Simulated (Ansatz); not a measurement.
# Pd/LiF/Pd: current against voltage

Wanted: I(V) for Pd/LiF/Pd. Both electrodes are Pd fcc(111); the barrier is LiF rock salt(111) (Li and Li faces). In the first transport cell, after relaxation, the nearest pair of electrode and barrier is Pd–Li at 2.41 Å, along the normal, at the lower face and Pd–Li at 2.41 Å, along the normal, at the upper one. All share a net of side 2.878 Å, which strains the lower electrode by +3.3 % and the barrier by +0.0 %, against typed lattice constants near PBE's. The first steps treat the bulk electrodes alone.

Calculated with Ansatz 0.2.0; PBE DFT, plane waves, PAW files, in the first sound run; inputs show where later runs differ.

### Step 1. Starting point

It takes space group R-3m (No. 166, trigonal). The conventional cell has a = 2.878 Å, b = 2.878 Å, c = 6.667 Å, α = 90.00°, β = 90.00°, γ = 120.00°. Pd has 12 Pd at 2.77 to 2.88 Å nearest.

Structure file:

```cif
data_structure
_symmetry_space_group_name_H-M 'R-3m:H'
_symmetry_Int_Tables_number 166
_cell_length_a 2.8780
_cell_length_b 2.8780
_cell_length_c 6.6665
_cell_angle_alpha 90.000
_cell_angle_beta 90.000
_cell_angle_gamma 120.000
_cell_volume 47.82
loop_
_atom_site_label
_atom_site_type_symbol
_atom_site_symmetry_multiplicity
_atom_site_Wyckoff_symbol
_atom_site_fract_x
_atom_site_fract_y
_atom_site_fract_z
_atom_site_occupancy
Pd1 Pd 3 a 0.00000 0.00000 0.00000 1
```

### Step 2. Layer spacing of the electrode

The electrode is held to the junction's net and relaxed along the normal; its spacing is used for the ideal lead layers.

input.yaml reads:

```yaml
crystal:
  lattice:
    - [2.878, 0.0, 0.0]
    - [-1.439, 2.4924211121, 0.0]
    - [0.0, 0.0, 6.6665342733]
  atoms:
    - { symbol: Pd, position: [0.0, 0.0, 0.0] }
    - { symbol: Pd, position: [0.3333333333, 0.6666666667, 0.3333333333] }
    - { symbol: Pd, position: [0.6666666667, 0.3333333333, 0.6666666667] }
kpoints:
  mp_grid: { grid: [18, 18, 5] }
scf:
  occupations: { method: fermi_dirac, width: 0.1 }
  max_iter: 150
hamiltonian:
  xc: pbe
relax:
  f_tol: 0.01
  max_steps: 40
  cell: { fix: [a, b, angles] }
```

Started as:

```console
> ansatz run input.yaml --threads 4 --pin off --max-ram 16384MiB --backend cpu --events-out ev --progress --plain --runs-dir out
```

Numbers of over 12 decimals in the logs are rounded to 6 here.

What it wrote:

```text
Engine: ansatz 0.2.0, aarch64-unknown-linux-gnu
Pseudopotentials: kind: paw
Pseudopotential: Pd, paw, valence charge 18, recommended cutoff 420 eV (normal), Pd.paw.azcp
Functional definition: PBE
  parameter kappa = 0.804
  parameter beta = 0.066725
  exchange = pbe_x(kappa = kappa, mu = beta*pi^2/3)
  correlation = pbe_c(beta = beta)
Crystal: 3 atoms, lattice volume = 47.820 Å³
Basis set: ecut = 420 eV, 935 PW (Γ), exchange–correlation on 40×40×90 points (8 copies of the dense FFT grid, shifted against one another)
Bands: 33, of which v1, the nominal top of the filled ones, is band 27 counted from 1 (26 counted from 0)
Symmetry: 36 space group operations
Space group: R-3m (ITA 166), of the structure as read, at distance tolerance 3.6e-5 Å
k-points: 165 of 1620
Non-local potential: Pd, projectors of the file, l = 0: 2, l = 1: 2, l = 2: 2, l = 3: 1
PAW form: soft (Blöchl's): semilocal exchange-correlation on the pseudo side does not see the compensation charge
PAW one-centre angular grid: Pd, 590 points (default); XC on 64 Gauss nodes
Initial density: superposition of atomic densities (neutral atoms: chi_scale 0, normalization atom), corrected by the library's trained network
Initial wavefunctions: pseudopotential atomic-orbital guess
Functional: x = pbe(κ = 0.804, μ = 0.219515), c = pbe(β = 0.066725)
SCF iter   1: F=—  HF=-20918.588378 eV  |F-HF|=—  |Δ(HF+E_count)|=         —  Δρ=3.32e-3  dr2=2.29e-3  ethr=1.77e-3  ⟨swp⟩=5.3  Hψ=21642  notcnv=0
preconditioner: auto → Kerker (q_TF=auto, 2.784 Å⁻¹)  [metal: Δε(μ)=0.002 eV  Ē_g=8.909 eV  σ=0.100 eV  W_gap=0.00  n_scr=22 (ndim 8)  ℏωp=29.4 eV  f_vac=0.000  D(μ)=6.07/eV (n_scr^D=94)]
SCF iter   2: F=—  HF=-20918.588917 eV  |F-HF|=—  |Δ(HF+E_count)|=   5.39e-4  Δρ=1.69e-3  dr2=4.82e-4  ethr=4.25e-6  ⟨swp⟩=1.3  Hψ=7116  notcnv=0
SCF iter   3: F=—  HF=-20918.589213 eV  |F-HF|=—  |Δ(HF+E_count)|=   2.96e-4  Δρ=2.78e-4  dr2=2.63e-5  ethr=8.92e-7  ⟨swp⟩=2.4  Hψ=7673  notcnv=0
SCF iter   4: F=—  HF=-20918.589165 eV  |F-HF|=—  |Δ(HF+E_count)|=   4.80e-5  Δρ=7.15e-5  dr2=1.66e-6  ethr=4.87e-8  ⟨swp⟩=2.5  Hψ=7658  notcnv=0
iter 5 did not close the SCF: its close was put off for the readings that it lacked (scf_convergence_deferred on its scf_iter line)
SCF iter   5: F=-20918.589166 eV  HF=-20918.589166 eV  |F-HF|=2.26e-8  |Δ(HF+E_count)|=   4.42e-7  Δρ=1.22e-5  dr2=4.32e-8  ethr=3.08e-9  ⟨swp⟩=2.2  Hψ=7899  notcnv=0
SCF iter   6: F=-20918.589166 eV  HF=-20918.589166 eV  |F-HF|=1.09e-10  |Δ(HF+E_count)|=   2.47e-8  Δρ=2.70e-6  dr2=2.68e-9  ethr=7.99e-11  ⟨swp⟩=2.0  Hψ=17266  notcnv=0
SCF 1 converged in 6 iterations: F = -20918.589166 eV  dr2 = 2.68e-9
  greatest PAW one-centre occupation: 0.999 electrons in one spin orbital (limit 2), on the Pd atom at site 2 (counted from 0), in its partial waves of l = 0
relax step   1: F+E_penalty+E_count = -20918.58916563 eV  Δ(F+E_penalty+E_count) = +0.000e0 eV  max|allowed force component| = 7.282e-28 eV/Å  Δτ_max = 0.0000 Å  P = -5.151 GPa  Ω = 47.820 Å³  fix = [a, b, alpha, beta, gamma]  reactions: a -7.370, b -7.370 GPa  (6 SCF iters, dr2 threshold 1.00e-7 eV, accepted)
Crystal: 3 atoms, lattice volume = 47.642 Å³
Initial density: handed on by an earlier stage of this run
Initial wavefunctions: those handed on with the density
iter 1 solved again at ethr=4.75e-7 eV; its pass at ethr=3.10e-3 eV (dr2=2.56e-4 eV) is discarded
SCF iter   1: F=—  HF=-20918.589574 eV  |F-HF|=—  |Δ(HF+E_count)|=         —  Δρ=7.97e-4  dr2=1.31e-4  ethr=4.75e-7  ⟨swp⟩=2.1  Hψ=22895  notcnv=0
preconditioner: auto → Kerker (q_TF=auto, 2.786 Å⁻¹)  [metal: Δε(μ)=0.007 eV  Ē_g=8.932 eV  σ=0.100 eV  W_gap=0.02  n_scr=22 (ndim 8)  ℏωp=29.5 eV  f_vac=0.000  D(μ)=6.01/eV (n_scr^D=94)]
SCF iter   2: F=—  HF=-20918.589516 eV  |F-HF|=—  |Δ(HF+E_count)|=   5.76e-5  Δρ=3.75e-4  dr2=3.21e-5  ethr=2.42e-7  ⟨swp⟩=1.0  Hψ=5445  notcnv=0
SCF iter   3: F=—  HF=-20918.589508 eV  |F-HF|=—  |Δ(HF+E_count)|=   7.89e-6  Δρ=7.00e-5  dr2=1.85e-6  ethr=5.95e-8  ⟨swp⟩=1.0  Hψ=5460  notcnv=0
iter 4 did not close the SCF: its close was put off for the readings that it lacked (scf_convergence_deferred on its scf_iter line)
SCF iter   4: F=-20918.589508 eV  HF=-20918.589508 eV  |F-HF|=4.27e-9  |Δ(HF+E_count)|=   3.14e-7  Δρ=1.76e-5  dr2=7.80e-8  ethr=3.43e-9  ⟨swp⟩=2.4  Hψ=8055  notcnv=0
iter 5 did not close the SCF: its close was put off for the readings that it lacked (scf_convergence_deferred on its scf_iter line)
SCF iter   5: F=-20918.589508 eV  HF=-20918.589508 eV  |F-HF|=2.99e-9  |Δ(HF+E_count)|=   3.19e-9  Δρ=5.87e-6  dr2=1.15e-8  ethr=1.45e-10  ⟨swp⟩=2.0  Hψ=9673  notcnv=0
SCF iter   6: F=-20918.589508 eV  HF=-20918.589508 eV  |F-HF|=1.56e-10  |Δ(HF+E_count)|=   3.83e-9  Δρ=1.09e-6  dr2=3.92e-10  ethr=2.13e-11  ⟨swp⟩=1.0  Hψ=14040  notcnv=0
SCF 2 converged in 6 iterations: F = -20918.589508 eV  dr2 = 3.92e-10
relax step   2: F+E_penalty+E_count = -20918.58950813 eV  Δ(F+E_penalty+E_count) = -3.425e-4 eV  max|allowed force component| = 1.700e-27 eV/Å  Δτ_max = 0.0000 Å  P = -4.575 GPa  Ω = 47.642 Å³  energy of the carried Pulay correction = +7.012e-5 eV  fix = [a, b, alpha, beta, gamma]  reactions: a -6.976, b -6.976 GPa  (6 SCF iters, dr2 threshold 3.00e-7 eV, accepted)
Crystal: 3 atoms, lattice volume = 47.685 Å³
iter 1 solved again at ethr=2.66e-8 eV; its pass at ethr=3.10e-3 eV (dr2=1.44e-5 eV) is discarded
SCF iter   1: F=—  HF=-20918.589555 eV  |F-HF|=—  |Δ(HF+E_count)|=         —  Δρ=1.93e-4  dr2=7.58e-6  ethr=2.66e-8  ⟨swp⟩=2.1  Hψ=22504  notcnv=0
preconditioner: auto → Kerker (q_TF=auto, 2.785 Å⁻¹)  [metal: Δε(μ)=0.004 eV  Ē_g=8.926 eV  σ=0.100 eV  W_gap=0.01  n_scr=22 (ndim 8)  ℏωp=29.5 eV  f_vac=0.000  D(μ)=6.03/eV (n_scr^D=94)]
SCF iter   2: F=—  HF=-20918.589522 eV  |F-HF|=—  |Δ(HF+E_count)|=   3.33e-5  Δρ=9.09e-5  dr2=1.89e-6  ethr=1.40e-8  ⟨swp⟩=1.0  Hψ=5445  notcnv=0
iter 3 did not close the SCF: its close was put off for the readings that it lacked (scf_convergence_deferred on its scf_iter line)
SCF iter   3: F=-20918.589521 eV  HF=-20918.589521 eV  |F-HF|=3.57e-8  |Δ(HF+E_count)|=   4.60e-7  Δρ=1.67e-5  dr2=1.06e-7  ethr=3.49e-9  ⟨swp⟩=1.0  Hψ=5475  notcnv=0
iter 4 did not close the SCF: its close was put off for the readings that it lacked (scf_convergence_deferred on its scf_iter line)
SCF iter   4: F=-20918.589521 eV  HF=-20918.589521 eV  |F-HF|=4.15e-10  |Δ(HF+E_count)|=   1.75e-8  Δρ=4.30e-6  dr2=4.66e-9  ethr=1.96e-10  ⟨swp⟩=2.3  Hψ=7814  notcnv=0
iter 5 did not close the SCF: its close was put off for the readings that it lacked (scf_convergence_deferred on its scf_iter line)
SCF iter   5: F=-20918.589521 eV  HF=-20918.589521 eV  |F-HF|=1.67e-10  |Δ(HF+E_count)|=  1.02e-10  Δρ=1.45e-6  dr2=6.99e-10  ethr=8.63e-12  ⟨swp⟩=2.0  Hψ=9626  notcnv=0
SCF iter   6: F=-20918.589521 eV  HF=-20918.589521 eV  |F-HF|=7.28e-12  |Δ(HF+E_count)|=  2.26e-10  Δρ=2.67e-7  dr2=2.20e-11  ethr=1.29e-12  ⟨swp⟩=1.0  Hψ=14045  notcnv=0
SCF 3 converged in 6 iterations: F = -20918.589521 eV  dr2 = 2.20e-11
relax step   3: F+E_penalty+E_count = -20918.58952125 eV  Δ(F+E_penalty+E_count) = -1.312e-5 eV  max|allowed force component| = 3.029e-28 eV/Å  Δτ_max = 0.0000 Å  P = -4.716 GPa  Ω = 47.685 Å³  energy of the carried Pulay correction = +5.315e-5 eV  fix = [a, b, alpha, beta, gamma]  reactions: a -7.073, b -7.073 GPa  (6 SCF iters, dr2 threshold 1.29e-7 eV, accepted)
Initial wavefunctions: pseudopotential atomic-orbital guess (no wavefunctions were taken with the density)
iter 1 solved again at ethr=3.81e-9 eV; its pass at ethr=3.10e-3 eV (dr2=2.06e-6 eV) is discarded
SCF iter   1: F=—  HF=-20918.589501 eV  |F-HF|=—  |Δ(HF+E_count)|=         —  Δρ=9.00e-6  dr2=7.35e-9  ethr=3.81e-9  ⟨swp⟩=3.6  Hψ=36312  notcnv=0
SCF iter   2: F=—  HF=-20918.589468 eV  |F-HF|=—  |Δ(HF+E_count)|=   3.32e-5  Δρ=4.26e-6  dr2=1.39e-9  ethr=1.36e-11  ⟨swp⟩=2.0  Hψ=9843  notcnv=0
SCF iter   3: F=—  HF=-20918.589468 eV  |F-HF|=—  |Δ(HF+E_count)|=   1.18e-9  Δρ=9.24e-7  dr2=8.85e-11  ethr=2.57e-12  ⟨swp⟩=2.9  Hψ=11074  notcnv=0
iter 4 did not close the SCF: its close was put off for the readings that it lacked (scf_convergence_deferred on its scf_iter line)
SCF iter   4: F=-20918.589468 eV  HF=-20918.589468 eV  |F-HF|=0.00e0  |Δ(HF+E_count)|=  8.00e-11  Δρ=7.21e-8  dr2=1.06e-12  ethr=1.00e-12  ⟨swp⟩=1.0  Hψ=5445  notcnv=0
iter 5 did not close the SCF: its close was put off for the readings that it lacked (scf_convergence_deferred on its scf_iter line)
SCF iter   5: F=-20918.589468 eV  HF=-20918.589468 eV  |F-HF|=0.00e0  |Δ(HF+E_count)|=    0.00e0  Δρ=2.80e-8  dr2=1.75e-13  ethr=1.00e-12  ⟨swp⟩=1.0  Hψ=5445  notcnv=0
iter 6 did not close the SCF: its close was put off for the readings that it lacked (scf_convergence_deferred on its scf_iter line)
SCF iter   6: F=-20918.589468 eV  HF=-20918.589468 eV  |F-HF|=0.00e0  |Δ(HF+E_count)|=    0.00e0  Δρ=4.57e-9  dr2=1.12e-14  ethr=1.00e-12  ⟨swp⟩=1.0  Hψ=5445  notcnv=0
iter 7 did not close the SCF: its close was put off for the readings that it lacked (scf_convergence_deferred on its scf_iter line)
SCF iter   7: F=-20918.589468 eV  HF=-20918.589468 eV  |F-HF|=0.00e0  |Δ(HF+E_count)|=  3.64e-12  Δρ=1.92e-9  dr2=8.42e-16  ethr=1.00e-12  ⟨swp⟩=1.0  Hψ=5445  notcnv=0
SCF iter   8: F=-20918.589468 eV  HF=-20918.589468 eV  |F-HF|=0.00e0  |Δ(HF+E_count)|=  3.64e-12  Δρ=4.60e-10  dr2=4.72e-17  ethr=1.00e-12  ⟨swp⟩=1.1  Hψ=11571  notcnv=0
SCF 4 converged in 8 iterations: F = -20918.589468 eV  dr2 = 4.72e-17
relax step   4: F+E_penalty+E_count = -20918.58946781 eV  Δ(F+E_penalty+E_count) = +5.344e-5 eV  max|allowed force component| = 4.724e-29 eV/Å  Δτ_max = 0.0000 Å  P = -4.714 GPa  Ω = 47.685 Å³  fix = [a, b, alpha, beta, gamma]  reactions: a -7.071, b -7.071 GPa  stress off target by 7.66e-4 GPa on what of the cell is left free  SCF on the basis re-selected at this cell (its energy is not comparable with the rows above)  (8 SCF iters)
basis re-selected at this cell: Δ(F+E_penalty+E_count) = +5.344e-5 eV, ΔP = +0.002 GPa vs the last step (what re-selecting the basis moved, of the pressure what is left beyond the Pulay correction that the steps carried, after the strain that the cell walked since its last selection, with what the two solves' SCF thresholds leave and, on support functions, any second-order correction that the steps lacked; it is no m [...]
SCF converged after 8 iterations
Free energy (F): -20918.589468 eV
Harris-Foulkes:  -20918.589468 eV  (|F-HF|=0.00e0)
Internal energy: -20918.397149 eV  (E = F + TS)
E sigma→0 (E₀):  -20918.493309 eV
Entropy (-TS):   -0.192318 eV (-64.106 meV/atom)
Fermi energy:    17.932088 eV
--- Per-component energies (eV) ---
  E_band       = -498.891568
  E_kinetic    = 1537.390157
  E_local      = -5566.903333  (includes V_loc(G=0)·N_el)
  E_nonlocal   = 652.010142
  E_hartree    = 2249.651431
  E_xc         = -504.331171
  E_vxc        = -632.544406  (∫ρ·V_xc dr)
  E_paw        = -11250.668319  (= ΣΔE_a)
  E_vpaw       = -988.147542  (= ΣTr[D̂ρ^β])
  E_aug_tail   = 0.000551  (compensation charges beyond the density's cutoff)
  E_ewald      = -8035.546607
  E_smearing   = -0.192318  (= −TS)
  E_closure    = -0.000000  (closes the sum)
  Σ components = -20918.589468   (vs F -20918.589468, Δ=0.00e0)
--- Forces (eV/Å), atoms counted from 1 ---
  atom   1  Pd     0.00000000     0.00000000     0.00000000
  atom   2  Pd    -0.00000000    -0.00000000     0.00000000
  atom   3  Pd     0.00000000    -0.00000000     0.00000000
  max |Σ_I F_I| component: 1.23e-28 eV/Å
--- Stress (GPa, compression-positive) ---
       -7.071428       0.000000       0.000000
       -0.000000      -7.071428      -0.000000
        0.000000      -0.000000       0.000766
  P = ⅓ Tr σ = -4.7140 GPa (-47.140 kbar)
--- Relaxed structure (3 steps of the walk, 3 accepted, 1 SCFs on fresh bases) ---
  F+E_penalty+E_count = -20918.58946781 eV   max|allowed force component| = 4.724e-29 eV/Å   (the final SCF, on the basis selected at the relaxed cell)
  cell:  # Å, volume = 47.6853 Å³
    - [2.878000, 0, 0]
    - [-1.439000, 2.492421, 0]
    - [0, 0, 6.647712]
  atoms:
    - { symbol: Pd, position: [0, 0, 0.0] }
    - { symbol: Pd, position: [0.333333, 0.666667, 0.333333] }
    - { symbol: Pd, position: [0.666667, 0.333333, 0.666667] }
```

The job ended after 11 s (4 threads of Arm Neoverse V1, shared host; peak memory 0.47 GiB; 40 s of CPU time).

The steps of the relaxation:

```tsv
step	energy less that of the first step (eV)	largest force component (eV/Å)	pressure (GPa)	volume (Å³)
1	0.0000	0.0000	-5.15	47.82
2	-0.0003	0.0000	-4.57	47.64
3	-0.0004	0.0000	-4.72	47.69
4*	-0.0003	0.0000	-4.71	47.69
```

Relaxation steps marked * repeat the geometry before them on a plane-wave basis chosen anew for their cell, so energy and pressure can jump there.

Forces are held to the 36 operations that the run works with; a distortion that breaks them can't arise in this run.

```tsv
conventional cell, symmetrised	before	after	change
a (Å)	2.878	2.878	+0.0 %
b (Å)	2.878	2.878	+0.0 %
c (Å)	6.667	6.648	-0.3 %
volume (Å³/atom)	15.94	15.90	-0.3 %
```

Final coordinates:

```
Pd
1.0
     2.87800    0.00000    0.00000
    -1.43900    2.49242    0.00000
     0.00000    0.00000    6.64771
Pd
3
Direct
  0.00000 0.00000 0.00000
  0.33333 0.66667 0.33333
  0.66667 0.33333 0.66667
```

Numbers from this step:

- free energy: -20918.5895 eV
- Fermi energy: 17.93 eV
- pressure: -4.714 GPa

(Part 1 of 5 ends here.)

[Logs are printed without paths, hosts, clocks, repeated set-up lines and the standing remarks that a program may print on its own settings, such as how far it seeks lower states.]

[Hosts, paths, dates, database ids (printed as entryN), source tags and the programs' standing remarks are cut or masked in the printed files.]
